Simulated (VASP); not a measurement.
# AgCl (Fm-3m) in VASP: single point with PBE

Aim: the single point of AgCl with PBE.

All numbers are computed with VASP 6.6.1; they aren't measurements. Logs are shortened: lines on timing, memory, paths and dates and some standing lists are left out, and cuts for length are marked.

**Experimental background.**

From a printed reference work, data compilation, for a bulk crystal of AgCl: band gap 3.249 eV (indirect).

The results are compared with them further down.

## 1. The structure

The structure is cubic, space group Fm-3m (No. 225). The conventional cell has a = 5.546 Å, b = 5.546 Å, c = 5.546 Å, α = 90.00°, β = 90.00°, γ = 90.00°. Ag (site symmetry m-3m) is surrounded by 6 Cl at 2.77 Å. Cl (site symmetry m-3m) has 6 Ag at 2.77 Å as nearest neighbours.

## 2. Single point, PBE

File INCAR:

```
  PREC = Accurate
  ENCUT = 520
  EDIFF = 1E-7
  ISMEAR = 0
  SIGMA = 0.05
  LREAL = F
  LASPH = T
  NELM = 100
  ALGO = Normal
  ISIF = 2
  LWAVE = F
  LCHARG = F
  GGA = PE
  NBANDS = 16
```

File KPOINTS:

```
regular mesh
0
Gamma
  8 8 8
```

File POSCAR:

```
AgCl
1.0
    0.0000000000      2.7731500000      2.7731500000
    2.7731500000      0.0000000000      2.7731500000
    2.7731500000      2.7731500000      0.0000000000
Ag Cl
1 1
Direct
    0.5000000000      0.5000000000      0.5000000000
    0.0000000000      0.0000000000      0.0000000000
```

Potentials or basis: VASP PAW PBE potentials, release 64 (Ag, Cl).

Command:

```console
$ cat potpaw_PBE.64/Ag/POTCAR potpaw_PBE.64/Cl/POTCAR > POTCAR
$ mpirun -np 1 vasp_std > vasp.out
```

OUTCAR:

```text
PREC = Accurate
   ENCUT = 520
   EDIFF = 1E-7
   ISMEAR = 0
   LREAL = F
   LASPH = T
   NELM = 100
   ISIF = 2
   GGA = PE

 ion  position               nearest neighbor table
   1  0.500  0.500  0.500-   2 2.77   2 2.77   2 2.77   2 2.77   2 2.77   2 2.77
   2  0.000  0.000  0.000-   1 2.77   1 2.77   1 2.77   1 2.77   1 2.77   1 2.77

  LATTYP: Found a face centered cubic cell.
 ALAT       =     5.5463000000

  Lattice vectors:

 A1 = (   0.0000000000,   2.7731500000,   2.7731500000)
 A2 = (   2.7731500000,   0.0000000000,   2.7731500000)
 A3 = (   2.7731500000,   2.7731500000,   0.0000000000)

Analysis of symmetry for initial positions (statically):
=====================================================================
 Subroutine PRICEL returns:
 Original cell was already a primitive cell.

 Routine SETGRP: Setting up the symmetry group for a
 face centered cubic supercell.

 Subroutine GETGRP returns: Found 48 space group operations
 (whereof 48 operations were pure point group operations)
 out of a pool of 48 trial point group operations.

The static configuration has the point symmetry O_h .

Analysis of symmetry for dynamics (positions and initial velocities):
=====================================================================
 Subroutine PRICEL returns:
 Original cell was already a primitive cell.

 Routine SETGRP: Setting up the symmetry group for a
 face centered cubic supercell.

 Subroutine GETGRP returns: Found 48 space group operations
 (whereof 48 operations were pure point group operations)
 out of a pool of 48 trial point group operations.

The dynamic configuration has the point symmetry O_h .

 Subroutine INISYM returns: Found 48 space group operations
 (whereof 48 operations are pure point group operations),
 and found     1 'primitive' translations

----------------------------------------------------------------------------------------

                                     Primitive cell

  volume of cell :      42.6530

  direct lattice vectors                    reciprocal lattice vectors
     0.000000000  2.773150000  2.773150000    -0.180300380  0.180300380  0.180300380
     2.773150000  0.000000000  2.773150000     0.180300380 -0.180300380  0.180300380
     2.773150000  2.773150000  0.000000000     0.180300380  0.180300380 -0.180300380

  length of vectors
     3.921826340  3.921826340  3.921826340     0.312289420  0.312289420  0.312289420

[... 79 lines left out ...]
   NELM   =    100;   NELMIN=  2; NELMDL= -5     # of ELM steps
   EDIFF  = 0.1E-06   stopping-criterion for ELM
   LREAL  =      F    real-space projection
   EDIFFG = 0.1E-05   stopping-criterion for IOM
   NSW    =      0    number of steps for IOM
   IBRION =     -1    ionic relax: 0-MD 1-quasi-New 2-CG
   NFREE  =      0    steps in history (QN), initial steepest desc. (CG)
   ISIF   =      2    stress and relaxation
   ISYM   =      2    0-nonsym 1-usesym 2-fastsym
   POTIM  = 0.5000    time-step for ionic-motion
   TEBEG  =    0.0;   TEEND  =   0.0 temperature during run
   PSTRESS=    0.0 pullay stress
   NELECT =      18.0000    total number of electrons
   NUPDOWN=      -1.0000    fix difference up-down
   EMIN   =  10.00;   EMAX   =-10.00  energy-range for DOS
   EFERMI =   0.00;   METHOD = LEGACY
   ISMEAR =     0;   SIGMA  =   0.05  broadening in eV -4-tet -1-fermi 0-gaus
   EFERMI_NEDOS =   21; number of points for ismear=-14 and -15
   IALGO  =     38    algorithm
   IMIX   =      4    mixing-type and parameters
     AMIX     =   0.40;   BMIX     =  1.00
     AMIX_MAG =   1.60;   BMIX_MAG =  1.00
  volume/ion in A,a.u.               =      21.33       143.92
  Fermi-wavevector in a.u.,A,eV,Ry     =   1.227955  2.320498 20.515850  1.507872
  Thomas-Fermi vector in A             =   2.362898
   LORBIT       =      0    0 simple, 1 ext, 2 COOP (PROOUT), +10 PAW based schemes
   GGA     = PE    functional components
   LHFCALC =     F    Hartree Fock is set to
   AEXX    =    0.0000 exact exchange contribution
   IVDW    =     0    specifies the selected vdW correction
   LEPSILON=     F    determine dielectric tensor
   LRPA    =     F    only Hartree local field effects (RPA)
 non-spin polarized calculation
 Gauss-broadening in eV      SIGMA  =   0.05
  energy-cutoff  :      520.00
  volume of cell :       42.65
 maximum number of plane-waves:      1174
 NGX is ok and might be reduce to    30
   NGX = 15   NGY = 15   NGZ = 15

 number of electron      18.0000005 magnetization

 Free energy of the ion-electron system (eV)
  ---------------------------------------------------
  ext. energy  EPLUGINS =         0.00000000
  ---------------------------------------------------
  free energy    TOTEN  =        -5.39442838 eV

  energy without entropy =       -5.39442838  energy(sigma->0) =       -5.39442838

 E-fermi :   4.0691     XC(G=0):  -9.9653

 val. band max:        3.8172663994   @ k =   0.5000   0.0000   0.0000
 cond. band min:       4.7261530306   @ k =   0.0000   0.0000   0.0000
 fundamental gap:      0.9088866312
 Fermi energy:         4.0691328892

 k-point     1 :       0.0000    0.0000    0.0000
  band No.  band energies     occupation
      1     -11.3310      2.00000
      2       1.3781      2.00000
      3       1.3781      2.00000
      4       1.3781      2.00000
      5       1.4191      2.00000
      6       1.4191      2.00000
[... 433 lines left out ...]
      3      -0.2680      2.00000
      4      -0.2235      2.00000
      5       1.6793      2.00000
      6       1.7466      2.00000
[... 8 lines left out ...]
     15      17.3236      0.00000
     16      18.7798      0.00000

 [... further k-points ...]

------------------------ aborting loop because EDIFF is reached ----------------------------------------

  FORCE on cell =-STRESS in cart. coord.  units (eV):
  Direction    XX          YY          ZZ          XY          YZ          ZX
  --------------------------------------------------------------------------------------
  -------------------------------------------------------------------------------------
  Total        0.3910658      0.3910658      0.3910658      0.0000000      0.0000000     -0.0000000
  in kB       14.6896130     14.6896130     14.6896130      0.0000000      0.0000000     -0.0000000
  external PRESSURE =      14.6896130 kB  Pullay stress =       0.0000000 kB

 VOLUME and BASIS-vectors are now :
 -----------------------------------------------------------------------------
  energy-cutoff  :      520.00
  volume of cell :       42.65
      direct lattice vectors                 reciprocal lattice vectors
     0.000000000  2.773150000  2.773150000    -0.180300380  0.180300380  0.180300380
     2.773150000  0.000000000  2.773150000     0.180300380 -0.180300380  0.180300380
     2.773150000  2.773150000  0.000000000     0.180300380  0.180300380 -0.180300380

 POSITION                                       TOTAL-FORCE (eV/Angst)
 -----------------------------------------------------------------------------------
      2.77315      2.77315      2.77315         0.000000      0.000000      0.000000
      0.00000      0.00000      0.00000         0.000000      0.000000     -0.000000
 -----------------------------------------------------------------------------------
    total drift:                                0.000000      0.000000      0.000000

  FREE ENERGIE OF THE ION-ELECTRON SYSTEM (eV)
  ---------------------------------------------------
  free  energy   TOTEN  =        -5.3944283790 eV

  energy  without entropy=       -5.3944283790  energy(sigma->0) =       -5.39442838
```

OSZICAR:

```text
N       E                     dE             d eps       ncg     rms          rms(c)
DAV:   1     0.916435006517E+02    0.91644E+02   -0.87495E+03   928   0.102E+03
DAV:   2    -0.263968943334E+01   -0.94283E+02   -0.85835E+02  1176   0.215E+02
DAV:   3    -0.556273221274E+01   -0.29230E+01   -0.29148E+01  1136   0.391E+01
DAV:   4    -0.557756220824E+01   -0.14830E-01   -0.14828E-01  1200   0.319E+00
DAV:   5    -0.557772282339E+01   -0.16062E-03   -0.16061E-03  1104   0.333E-01    0.616E+00
DAV:   6    -0.539890857575E+01    0.17881E+00   -0.24571E-01  1144   0.642E+00    0.399E+00
DAV:   7    -0.539496375219E+01    0.39448E-02   -0.95788E-02  1104   0.206E+00    0.197E+00
DAV:   8    -0.539428199431E+01    0.68176E-03   -0.46345E-03  1080   0.701E-01    0.309E-01
DAV:   9    -0.539435924566E+01   -0.77251E-04   -0.49835E-04  1176   0.278E-01    0.386E-02
DAV:  10    -0.539442420359E+01   -0.64958E-04   -0.92021E-05  1104   0.847E-02    0.294E-02
DAV:  11    -0.539442828201E+01   -0.40784E-05   -0.47319E-06  1160   0.153E-02    0.355E-03
DAV:  12    -0.539442837900E+01   -0.96989E-07   -0.48015E-07  1056   0.544E-03
   1 F= -.53944284E+01 E0= -.53944284E+01  d E =-.421247E-14
```

stdout:

```text
POSCAR found type information on POSCAR AgCl
 POSCAR found :  2 types and       2 ions
 scaLAPACK will be used
 LDA part: xc-table for (Slater+PW92), standard interpolation
 POSCAR, INCAR and KPOINTS ok, starting setup
 FFT: planning ... GRIDC
 FFT: planning ... GRID_SOFT
 FFT: planning ... GRID
 WAVECAR not read
 entering main loop
```

Wall time 22 s (1 thread of Intel Xeon Platinum 8259CL at 2.50GHz (Skylake/Cascade Lake), shared host); peak memory 0.17 GiB.

What came out:

```
Free energy            : -5.3944 eV
Pressure               : 1.5 GPa
Band gap on the k mesh : 0.91 eV, indirect (least direct gap 3.18 eV)
```

## 3. How close it comes

Step 2. A measured gap of AgCl is 3.249 eV (indirect; a printed reference work, data compilation); the calculated 0.91 eV misses it by -2.34 eV. So large a miss can be the level of theory's own, or it may mean another phase, state or a wrong row. Spin-orbit coupling on Ag is left out. The value is that of PBE on a finite k mesh, which can miss the band edges, without temperature or zero-point motion. Semilocal functionals fall short of measured gaps as a rule.
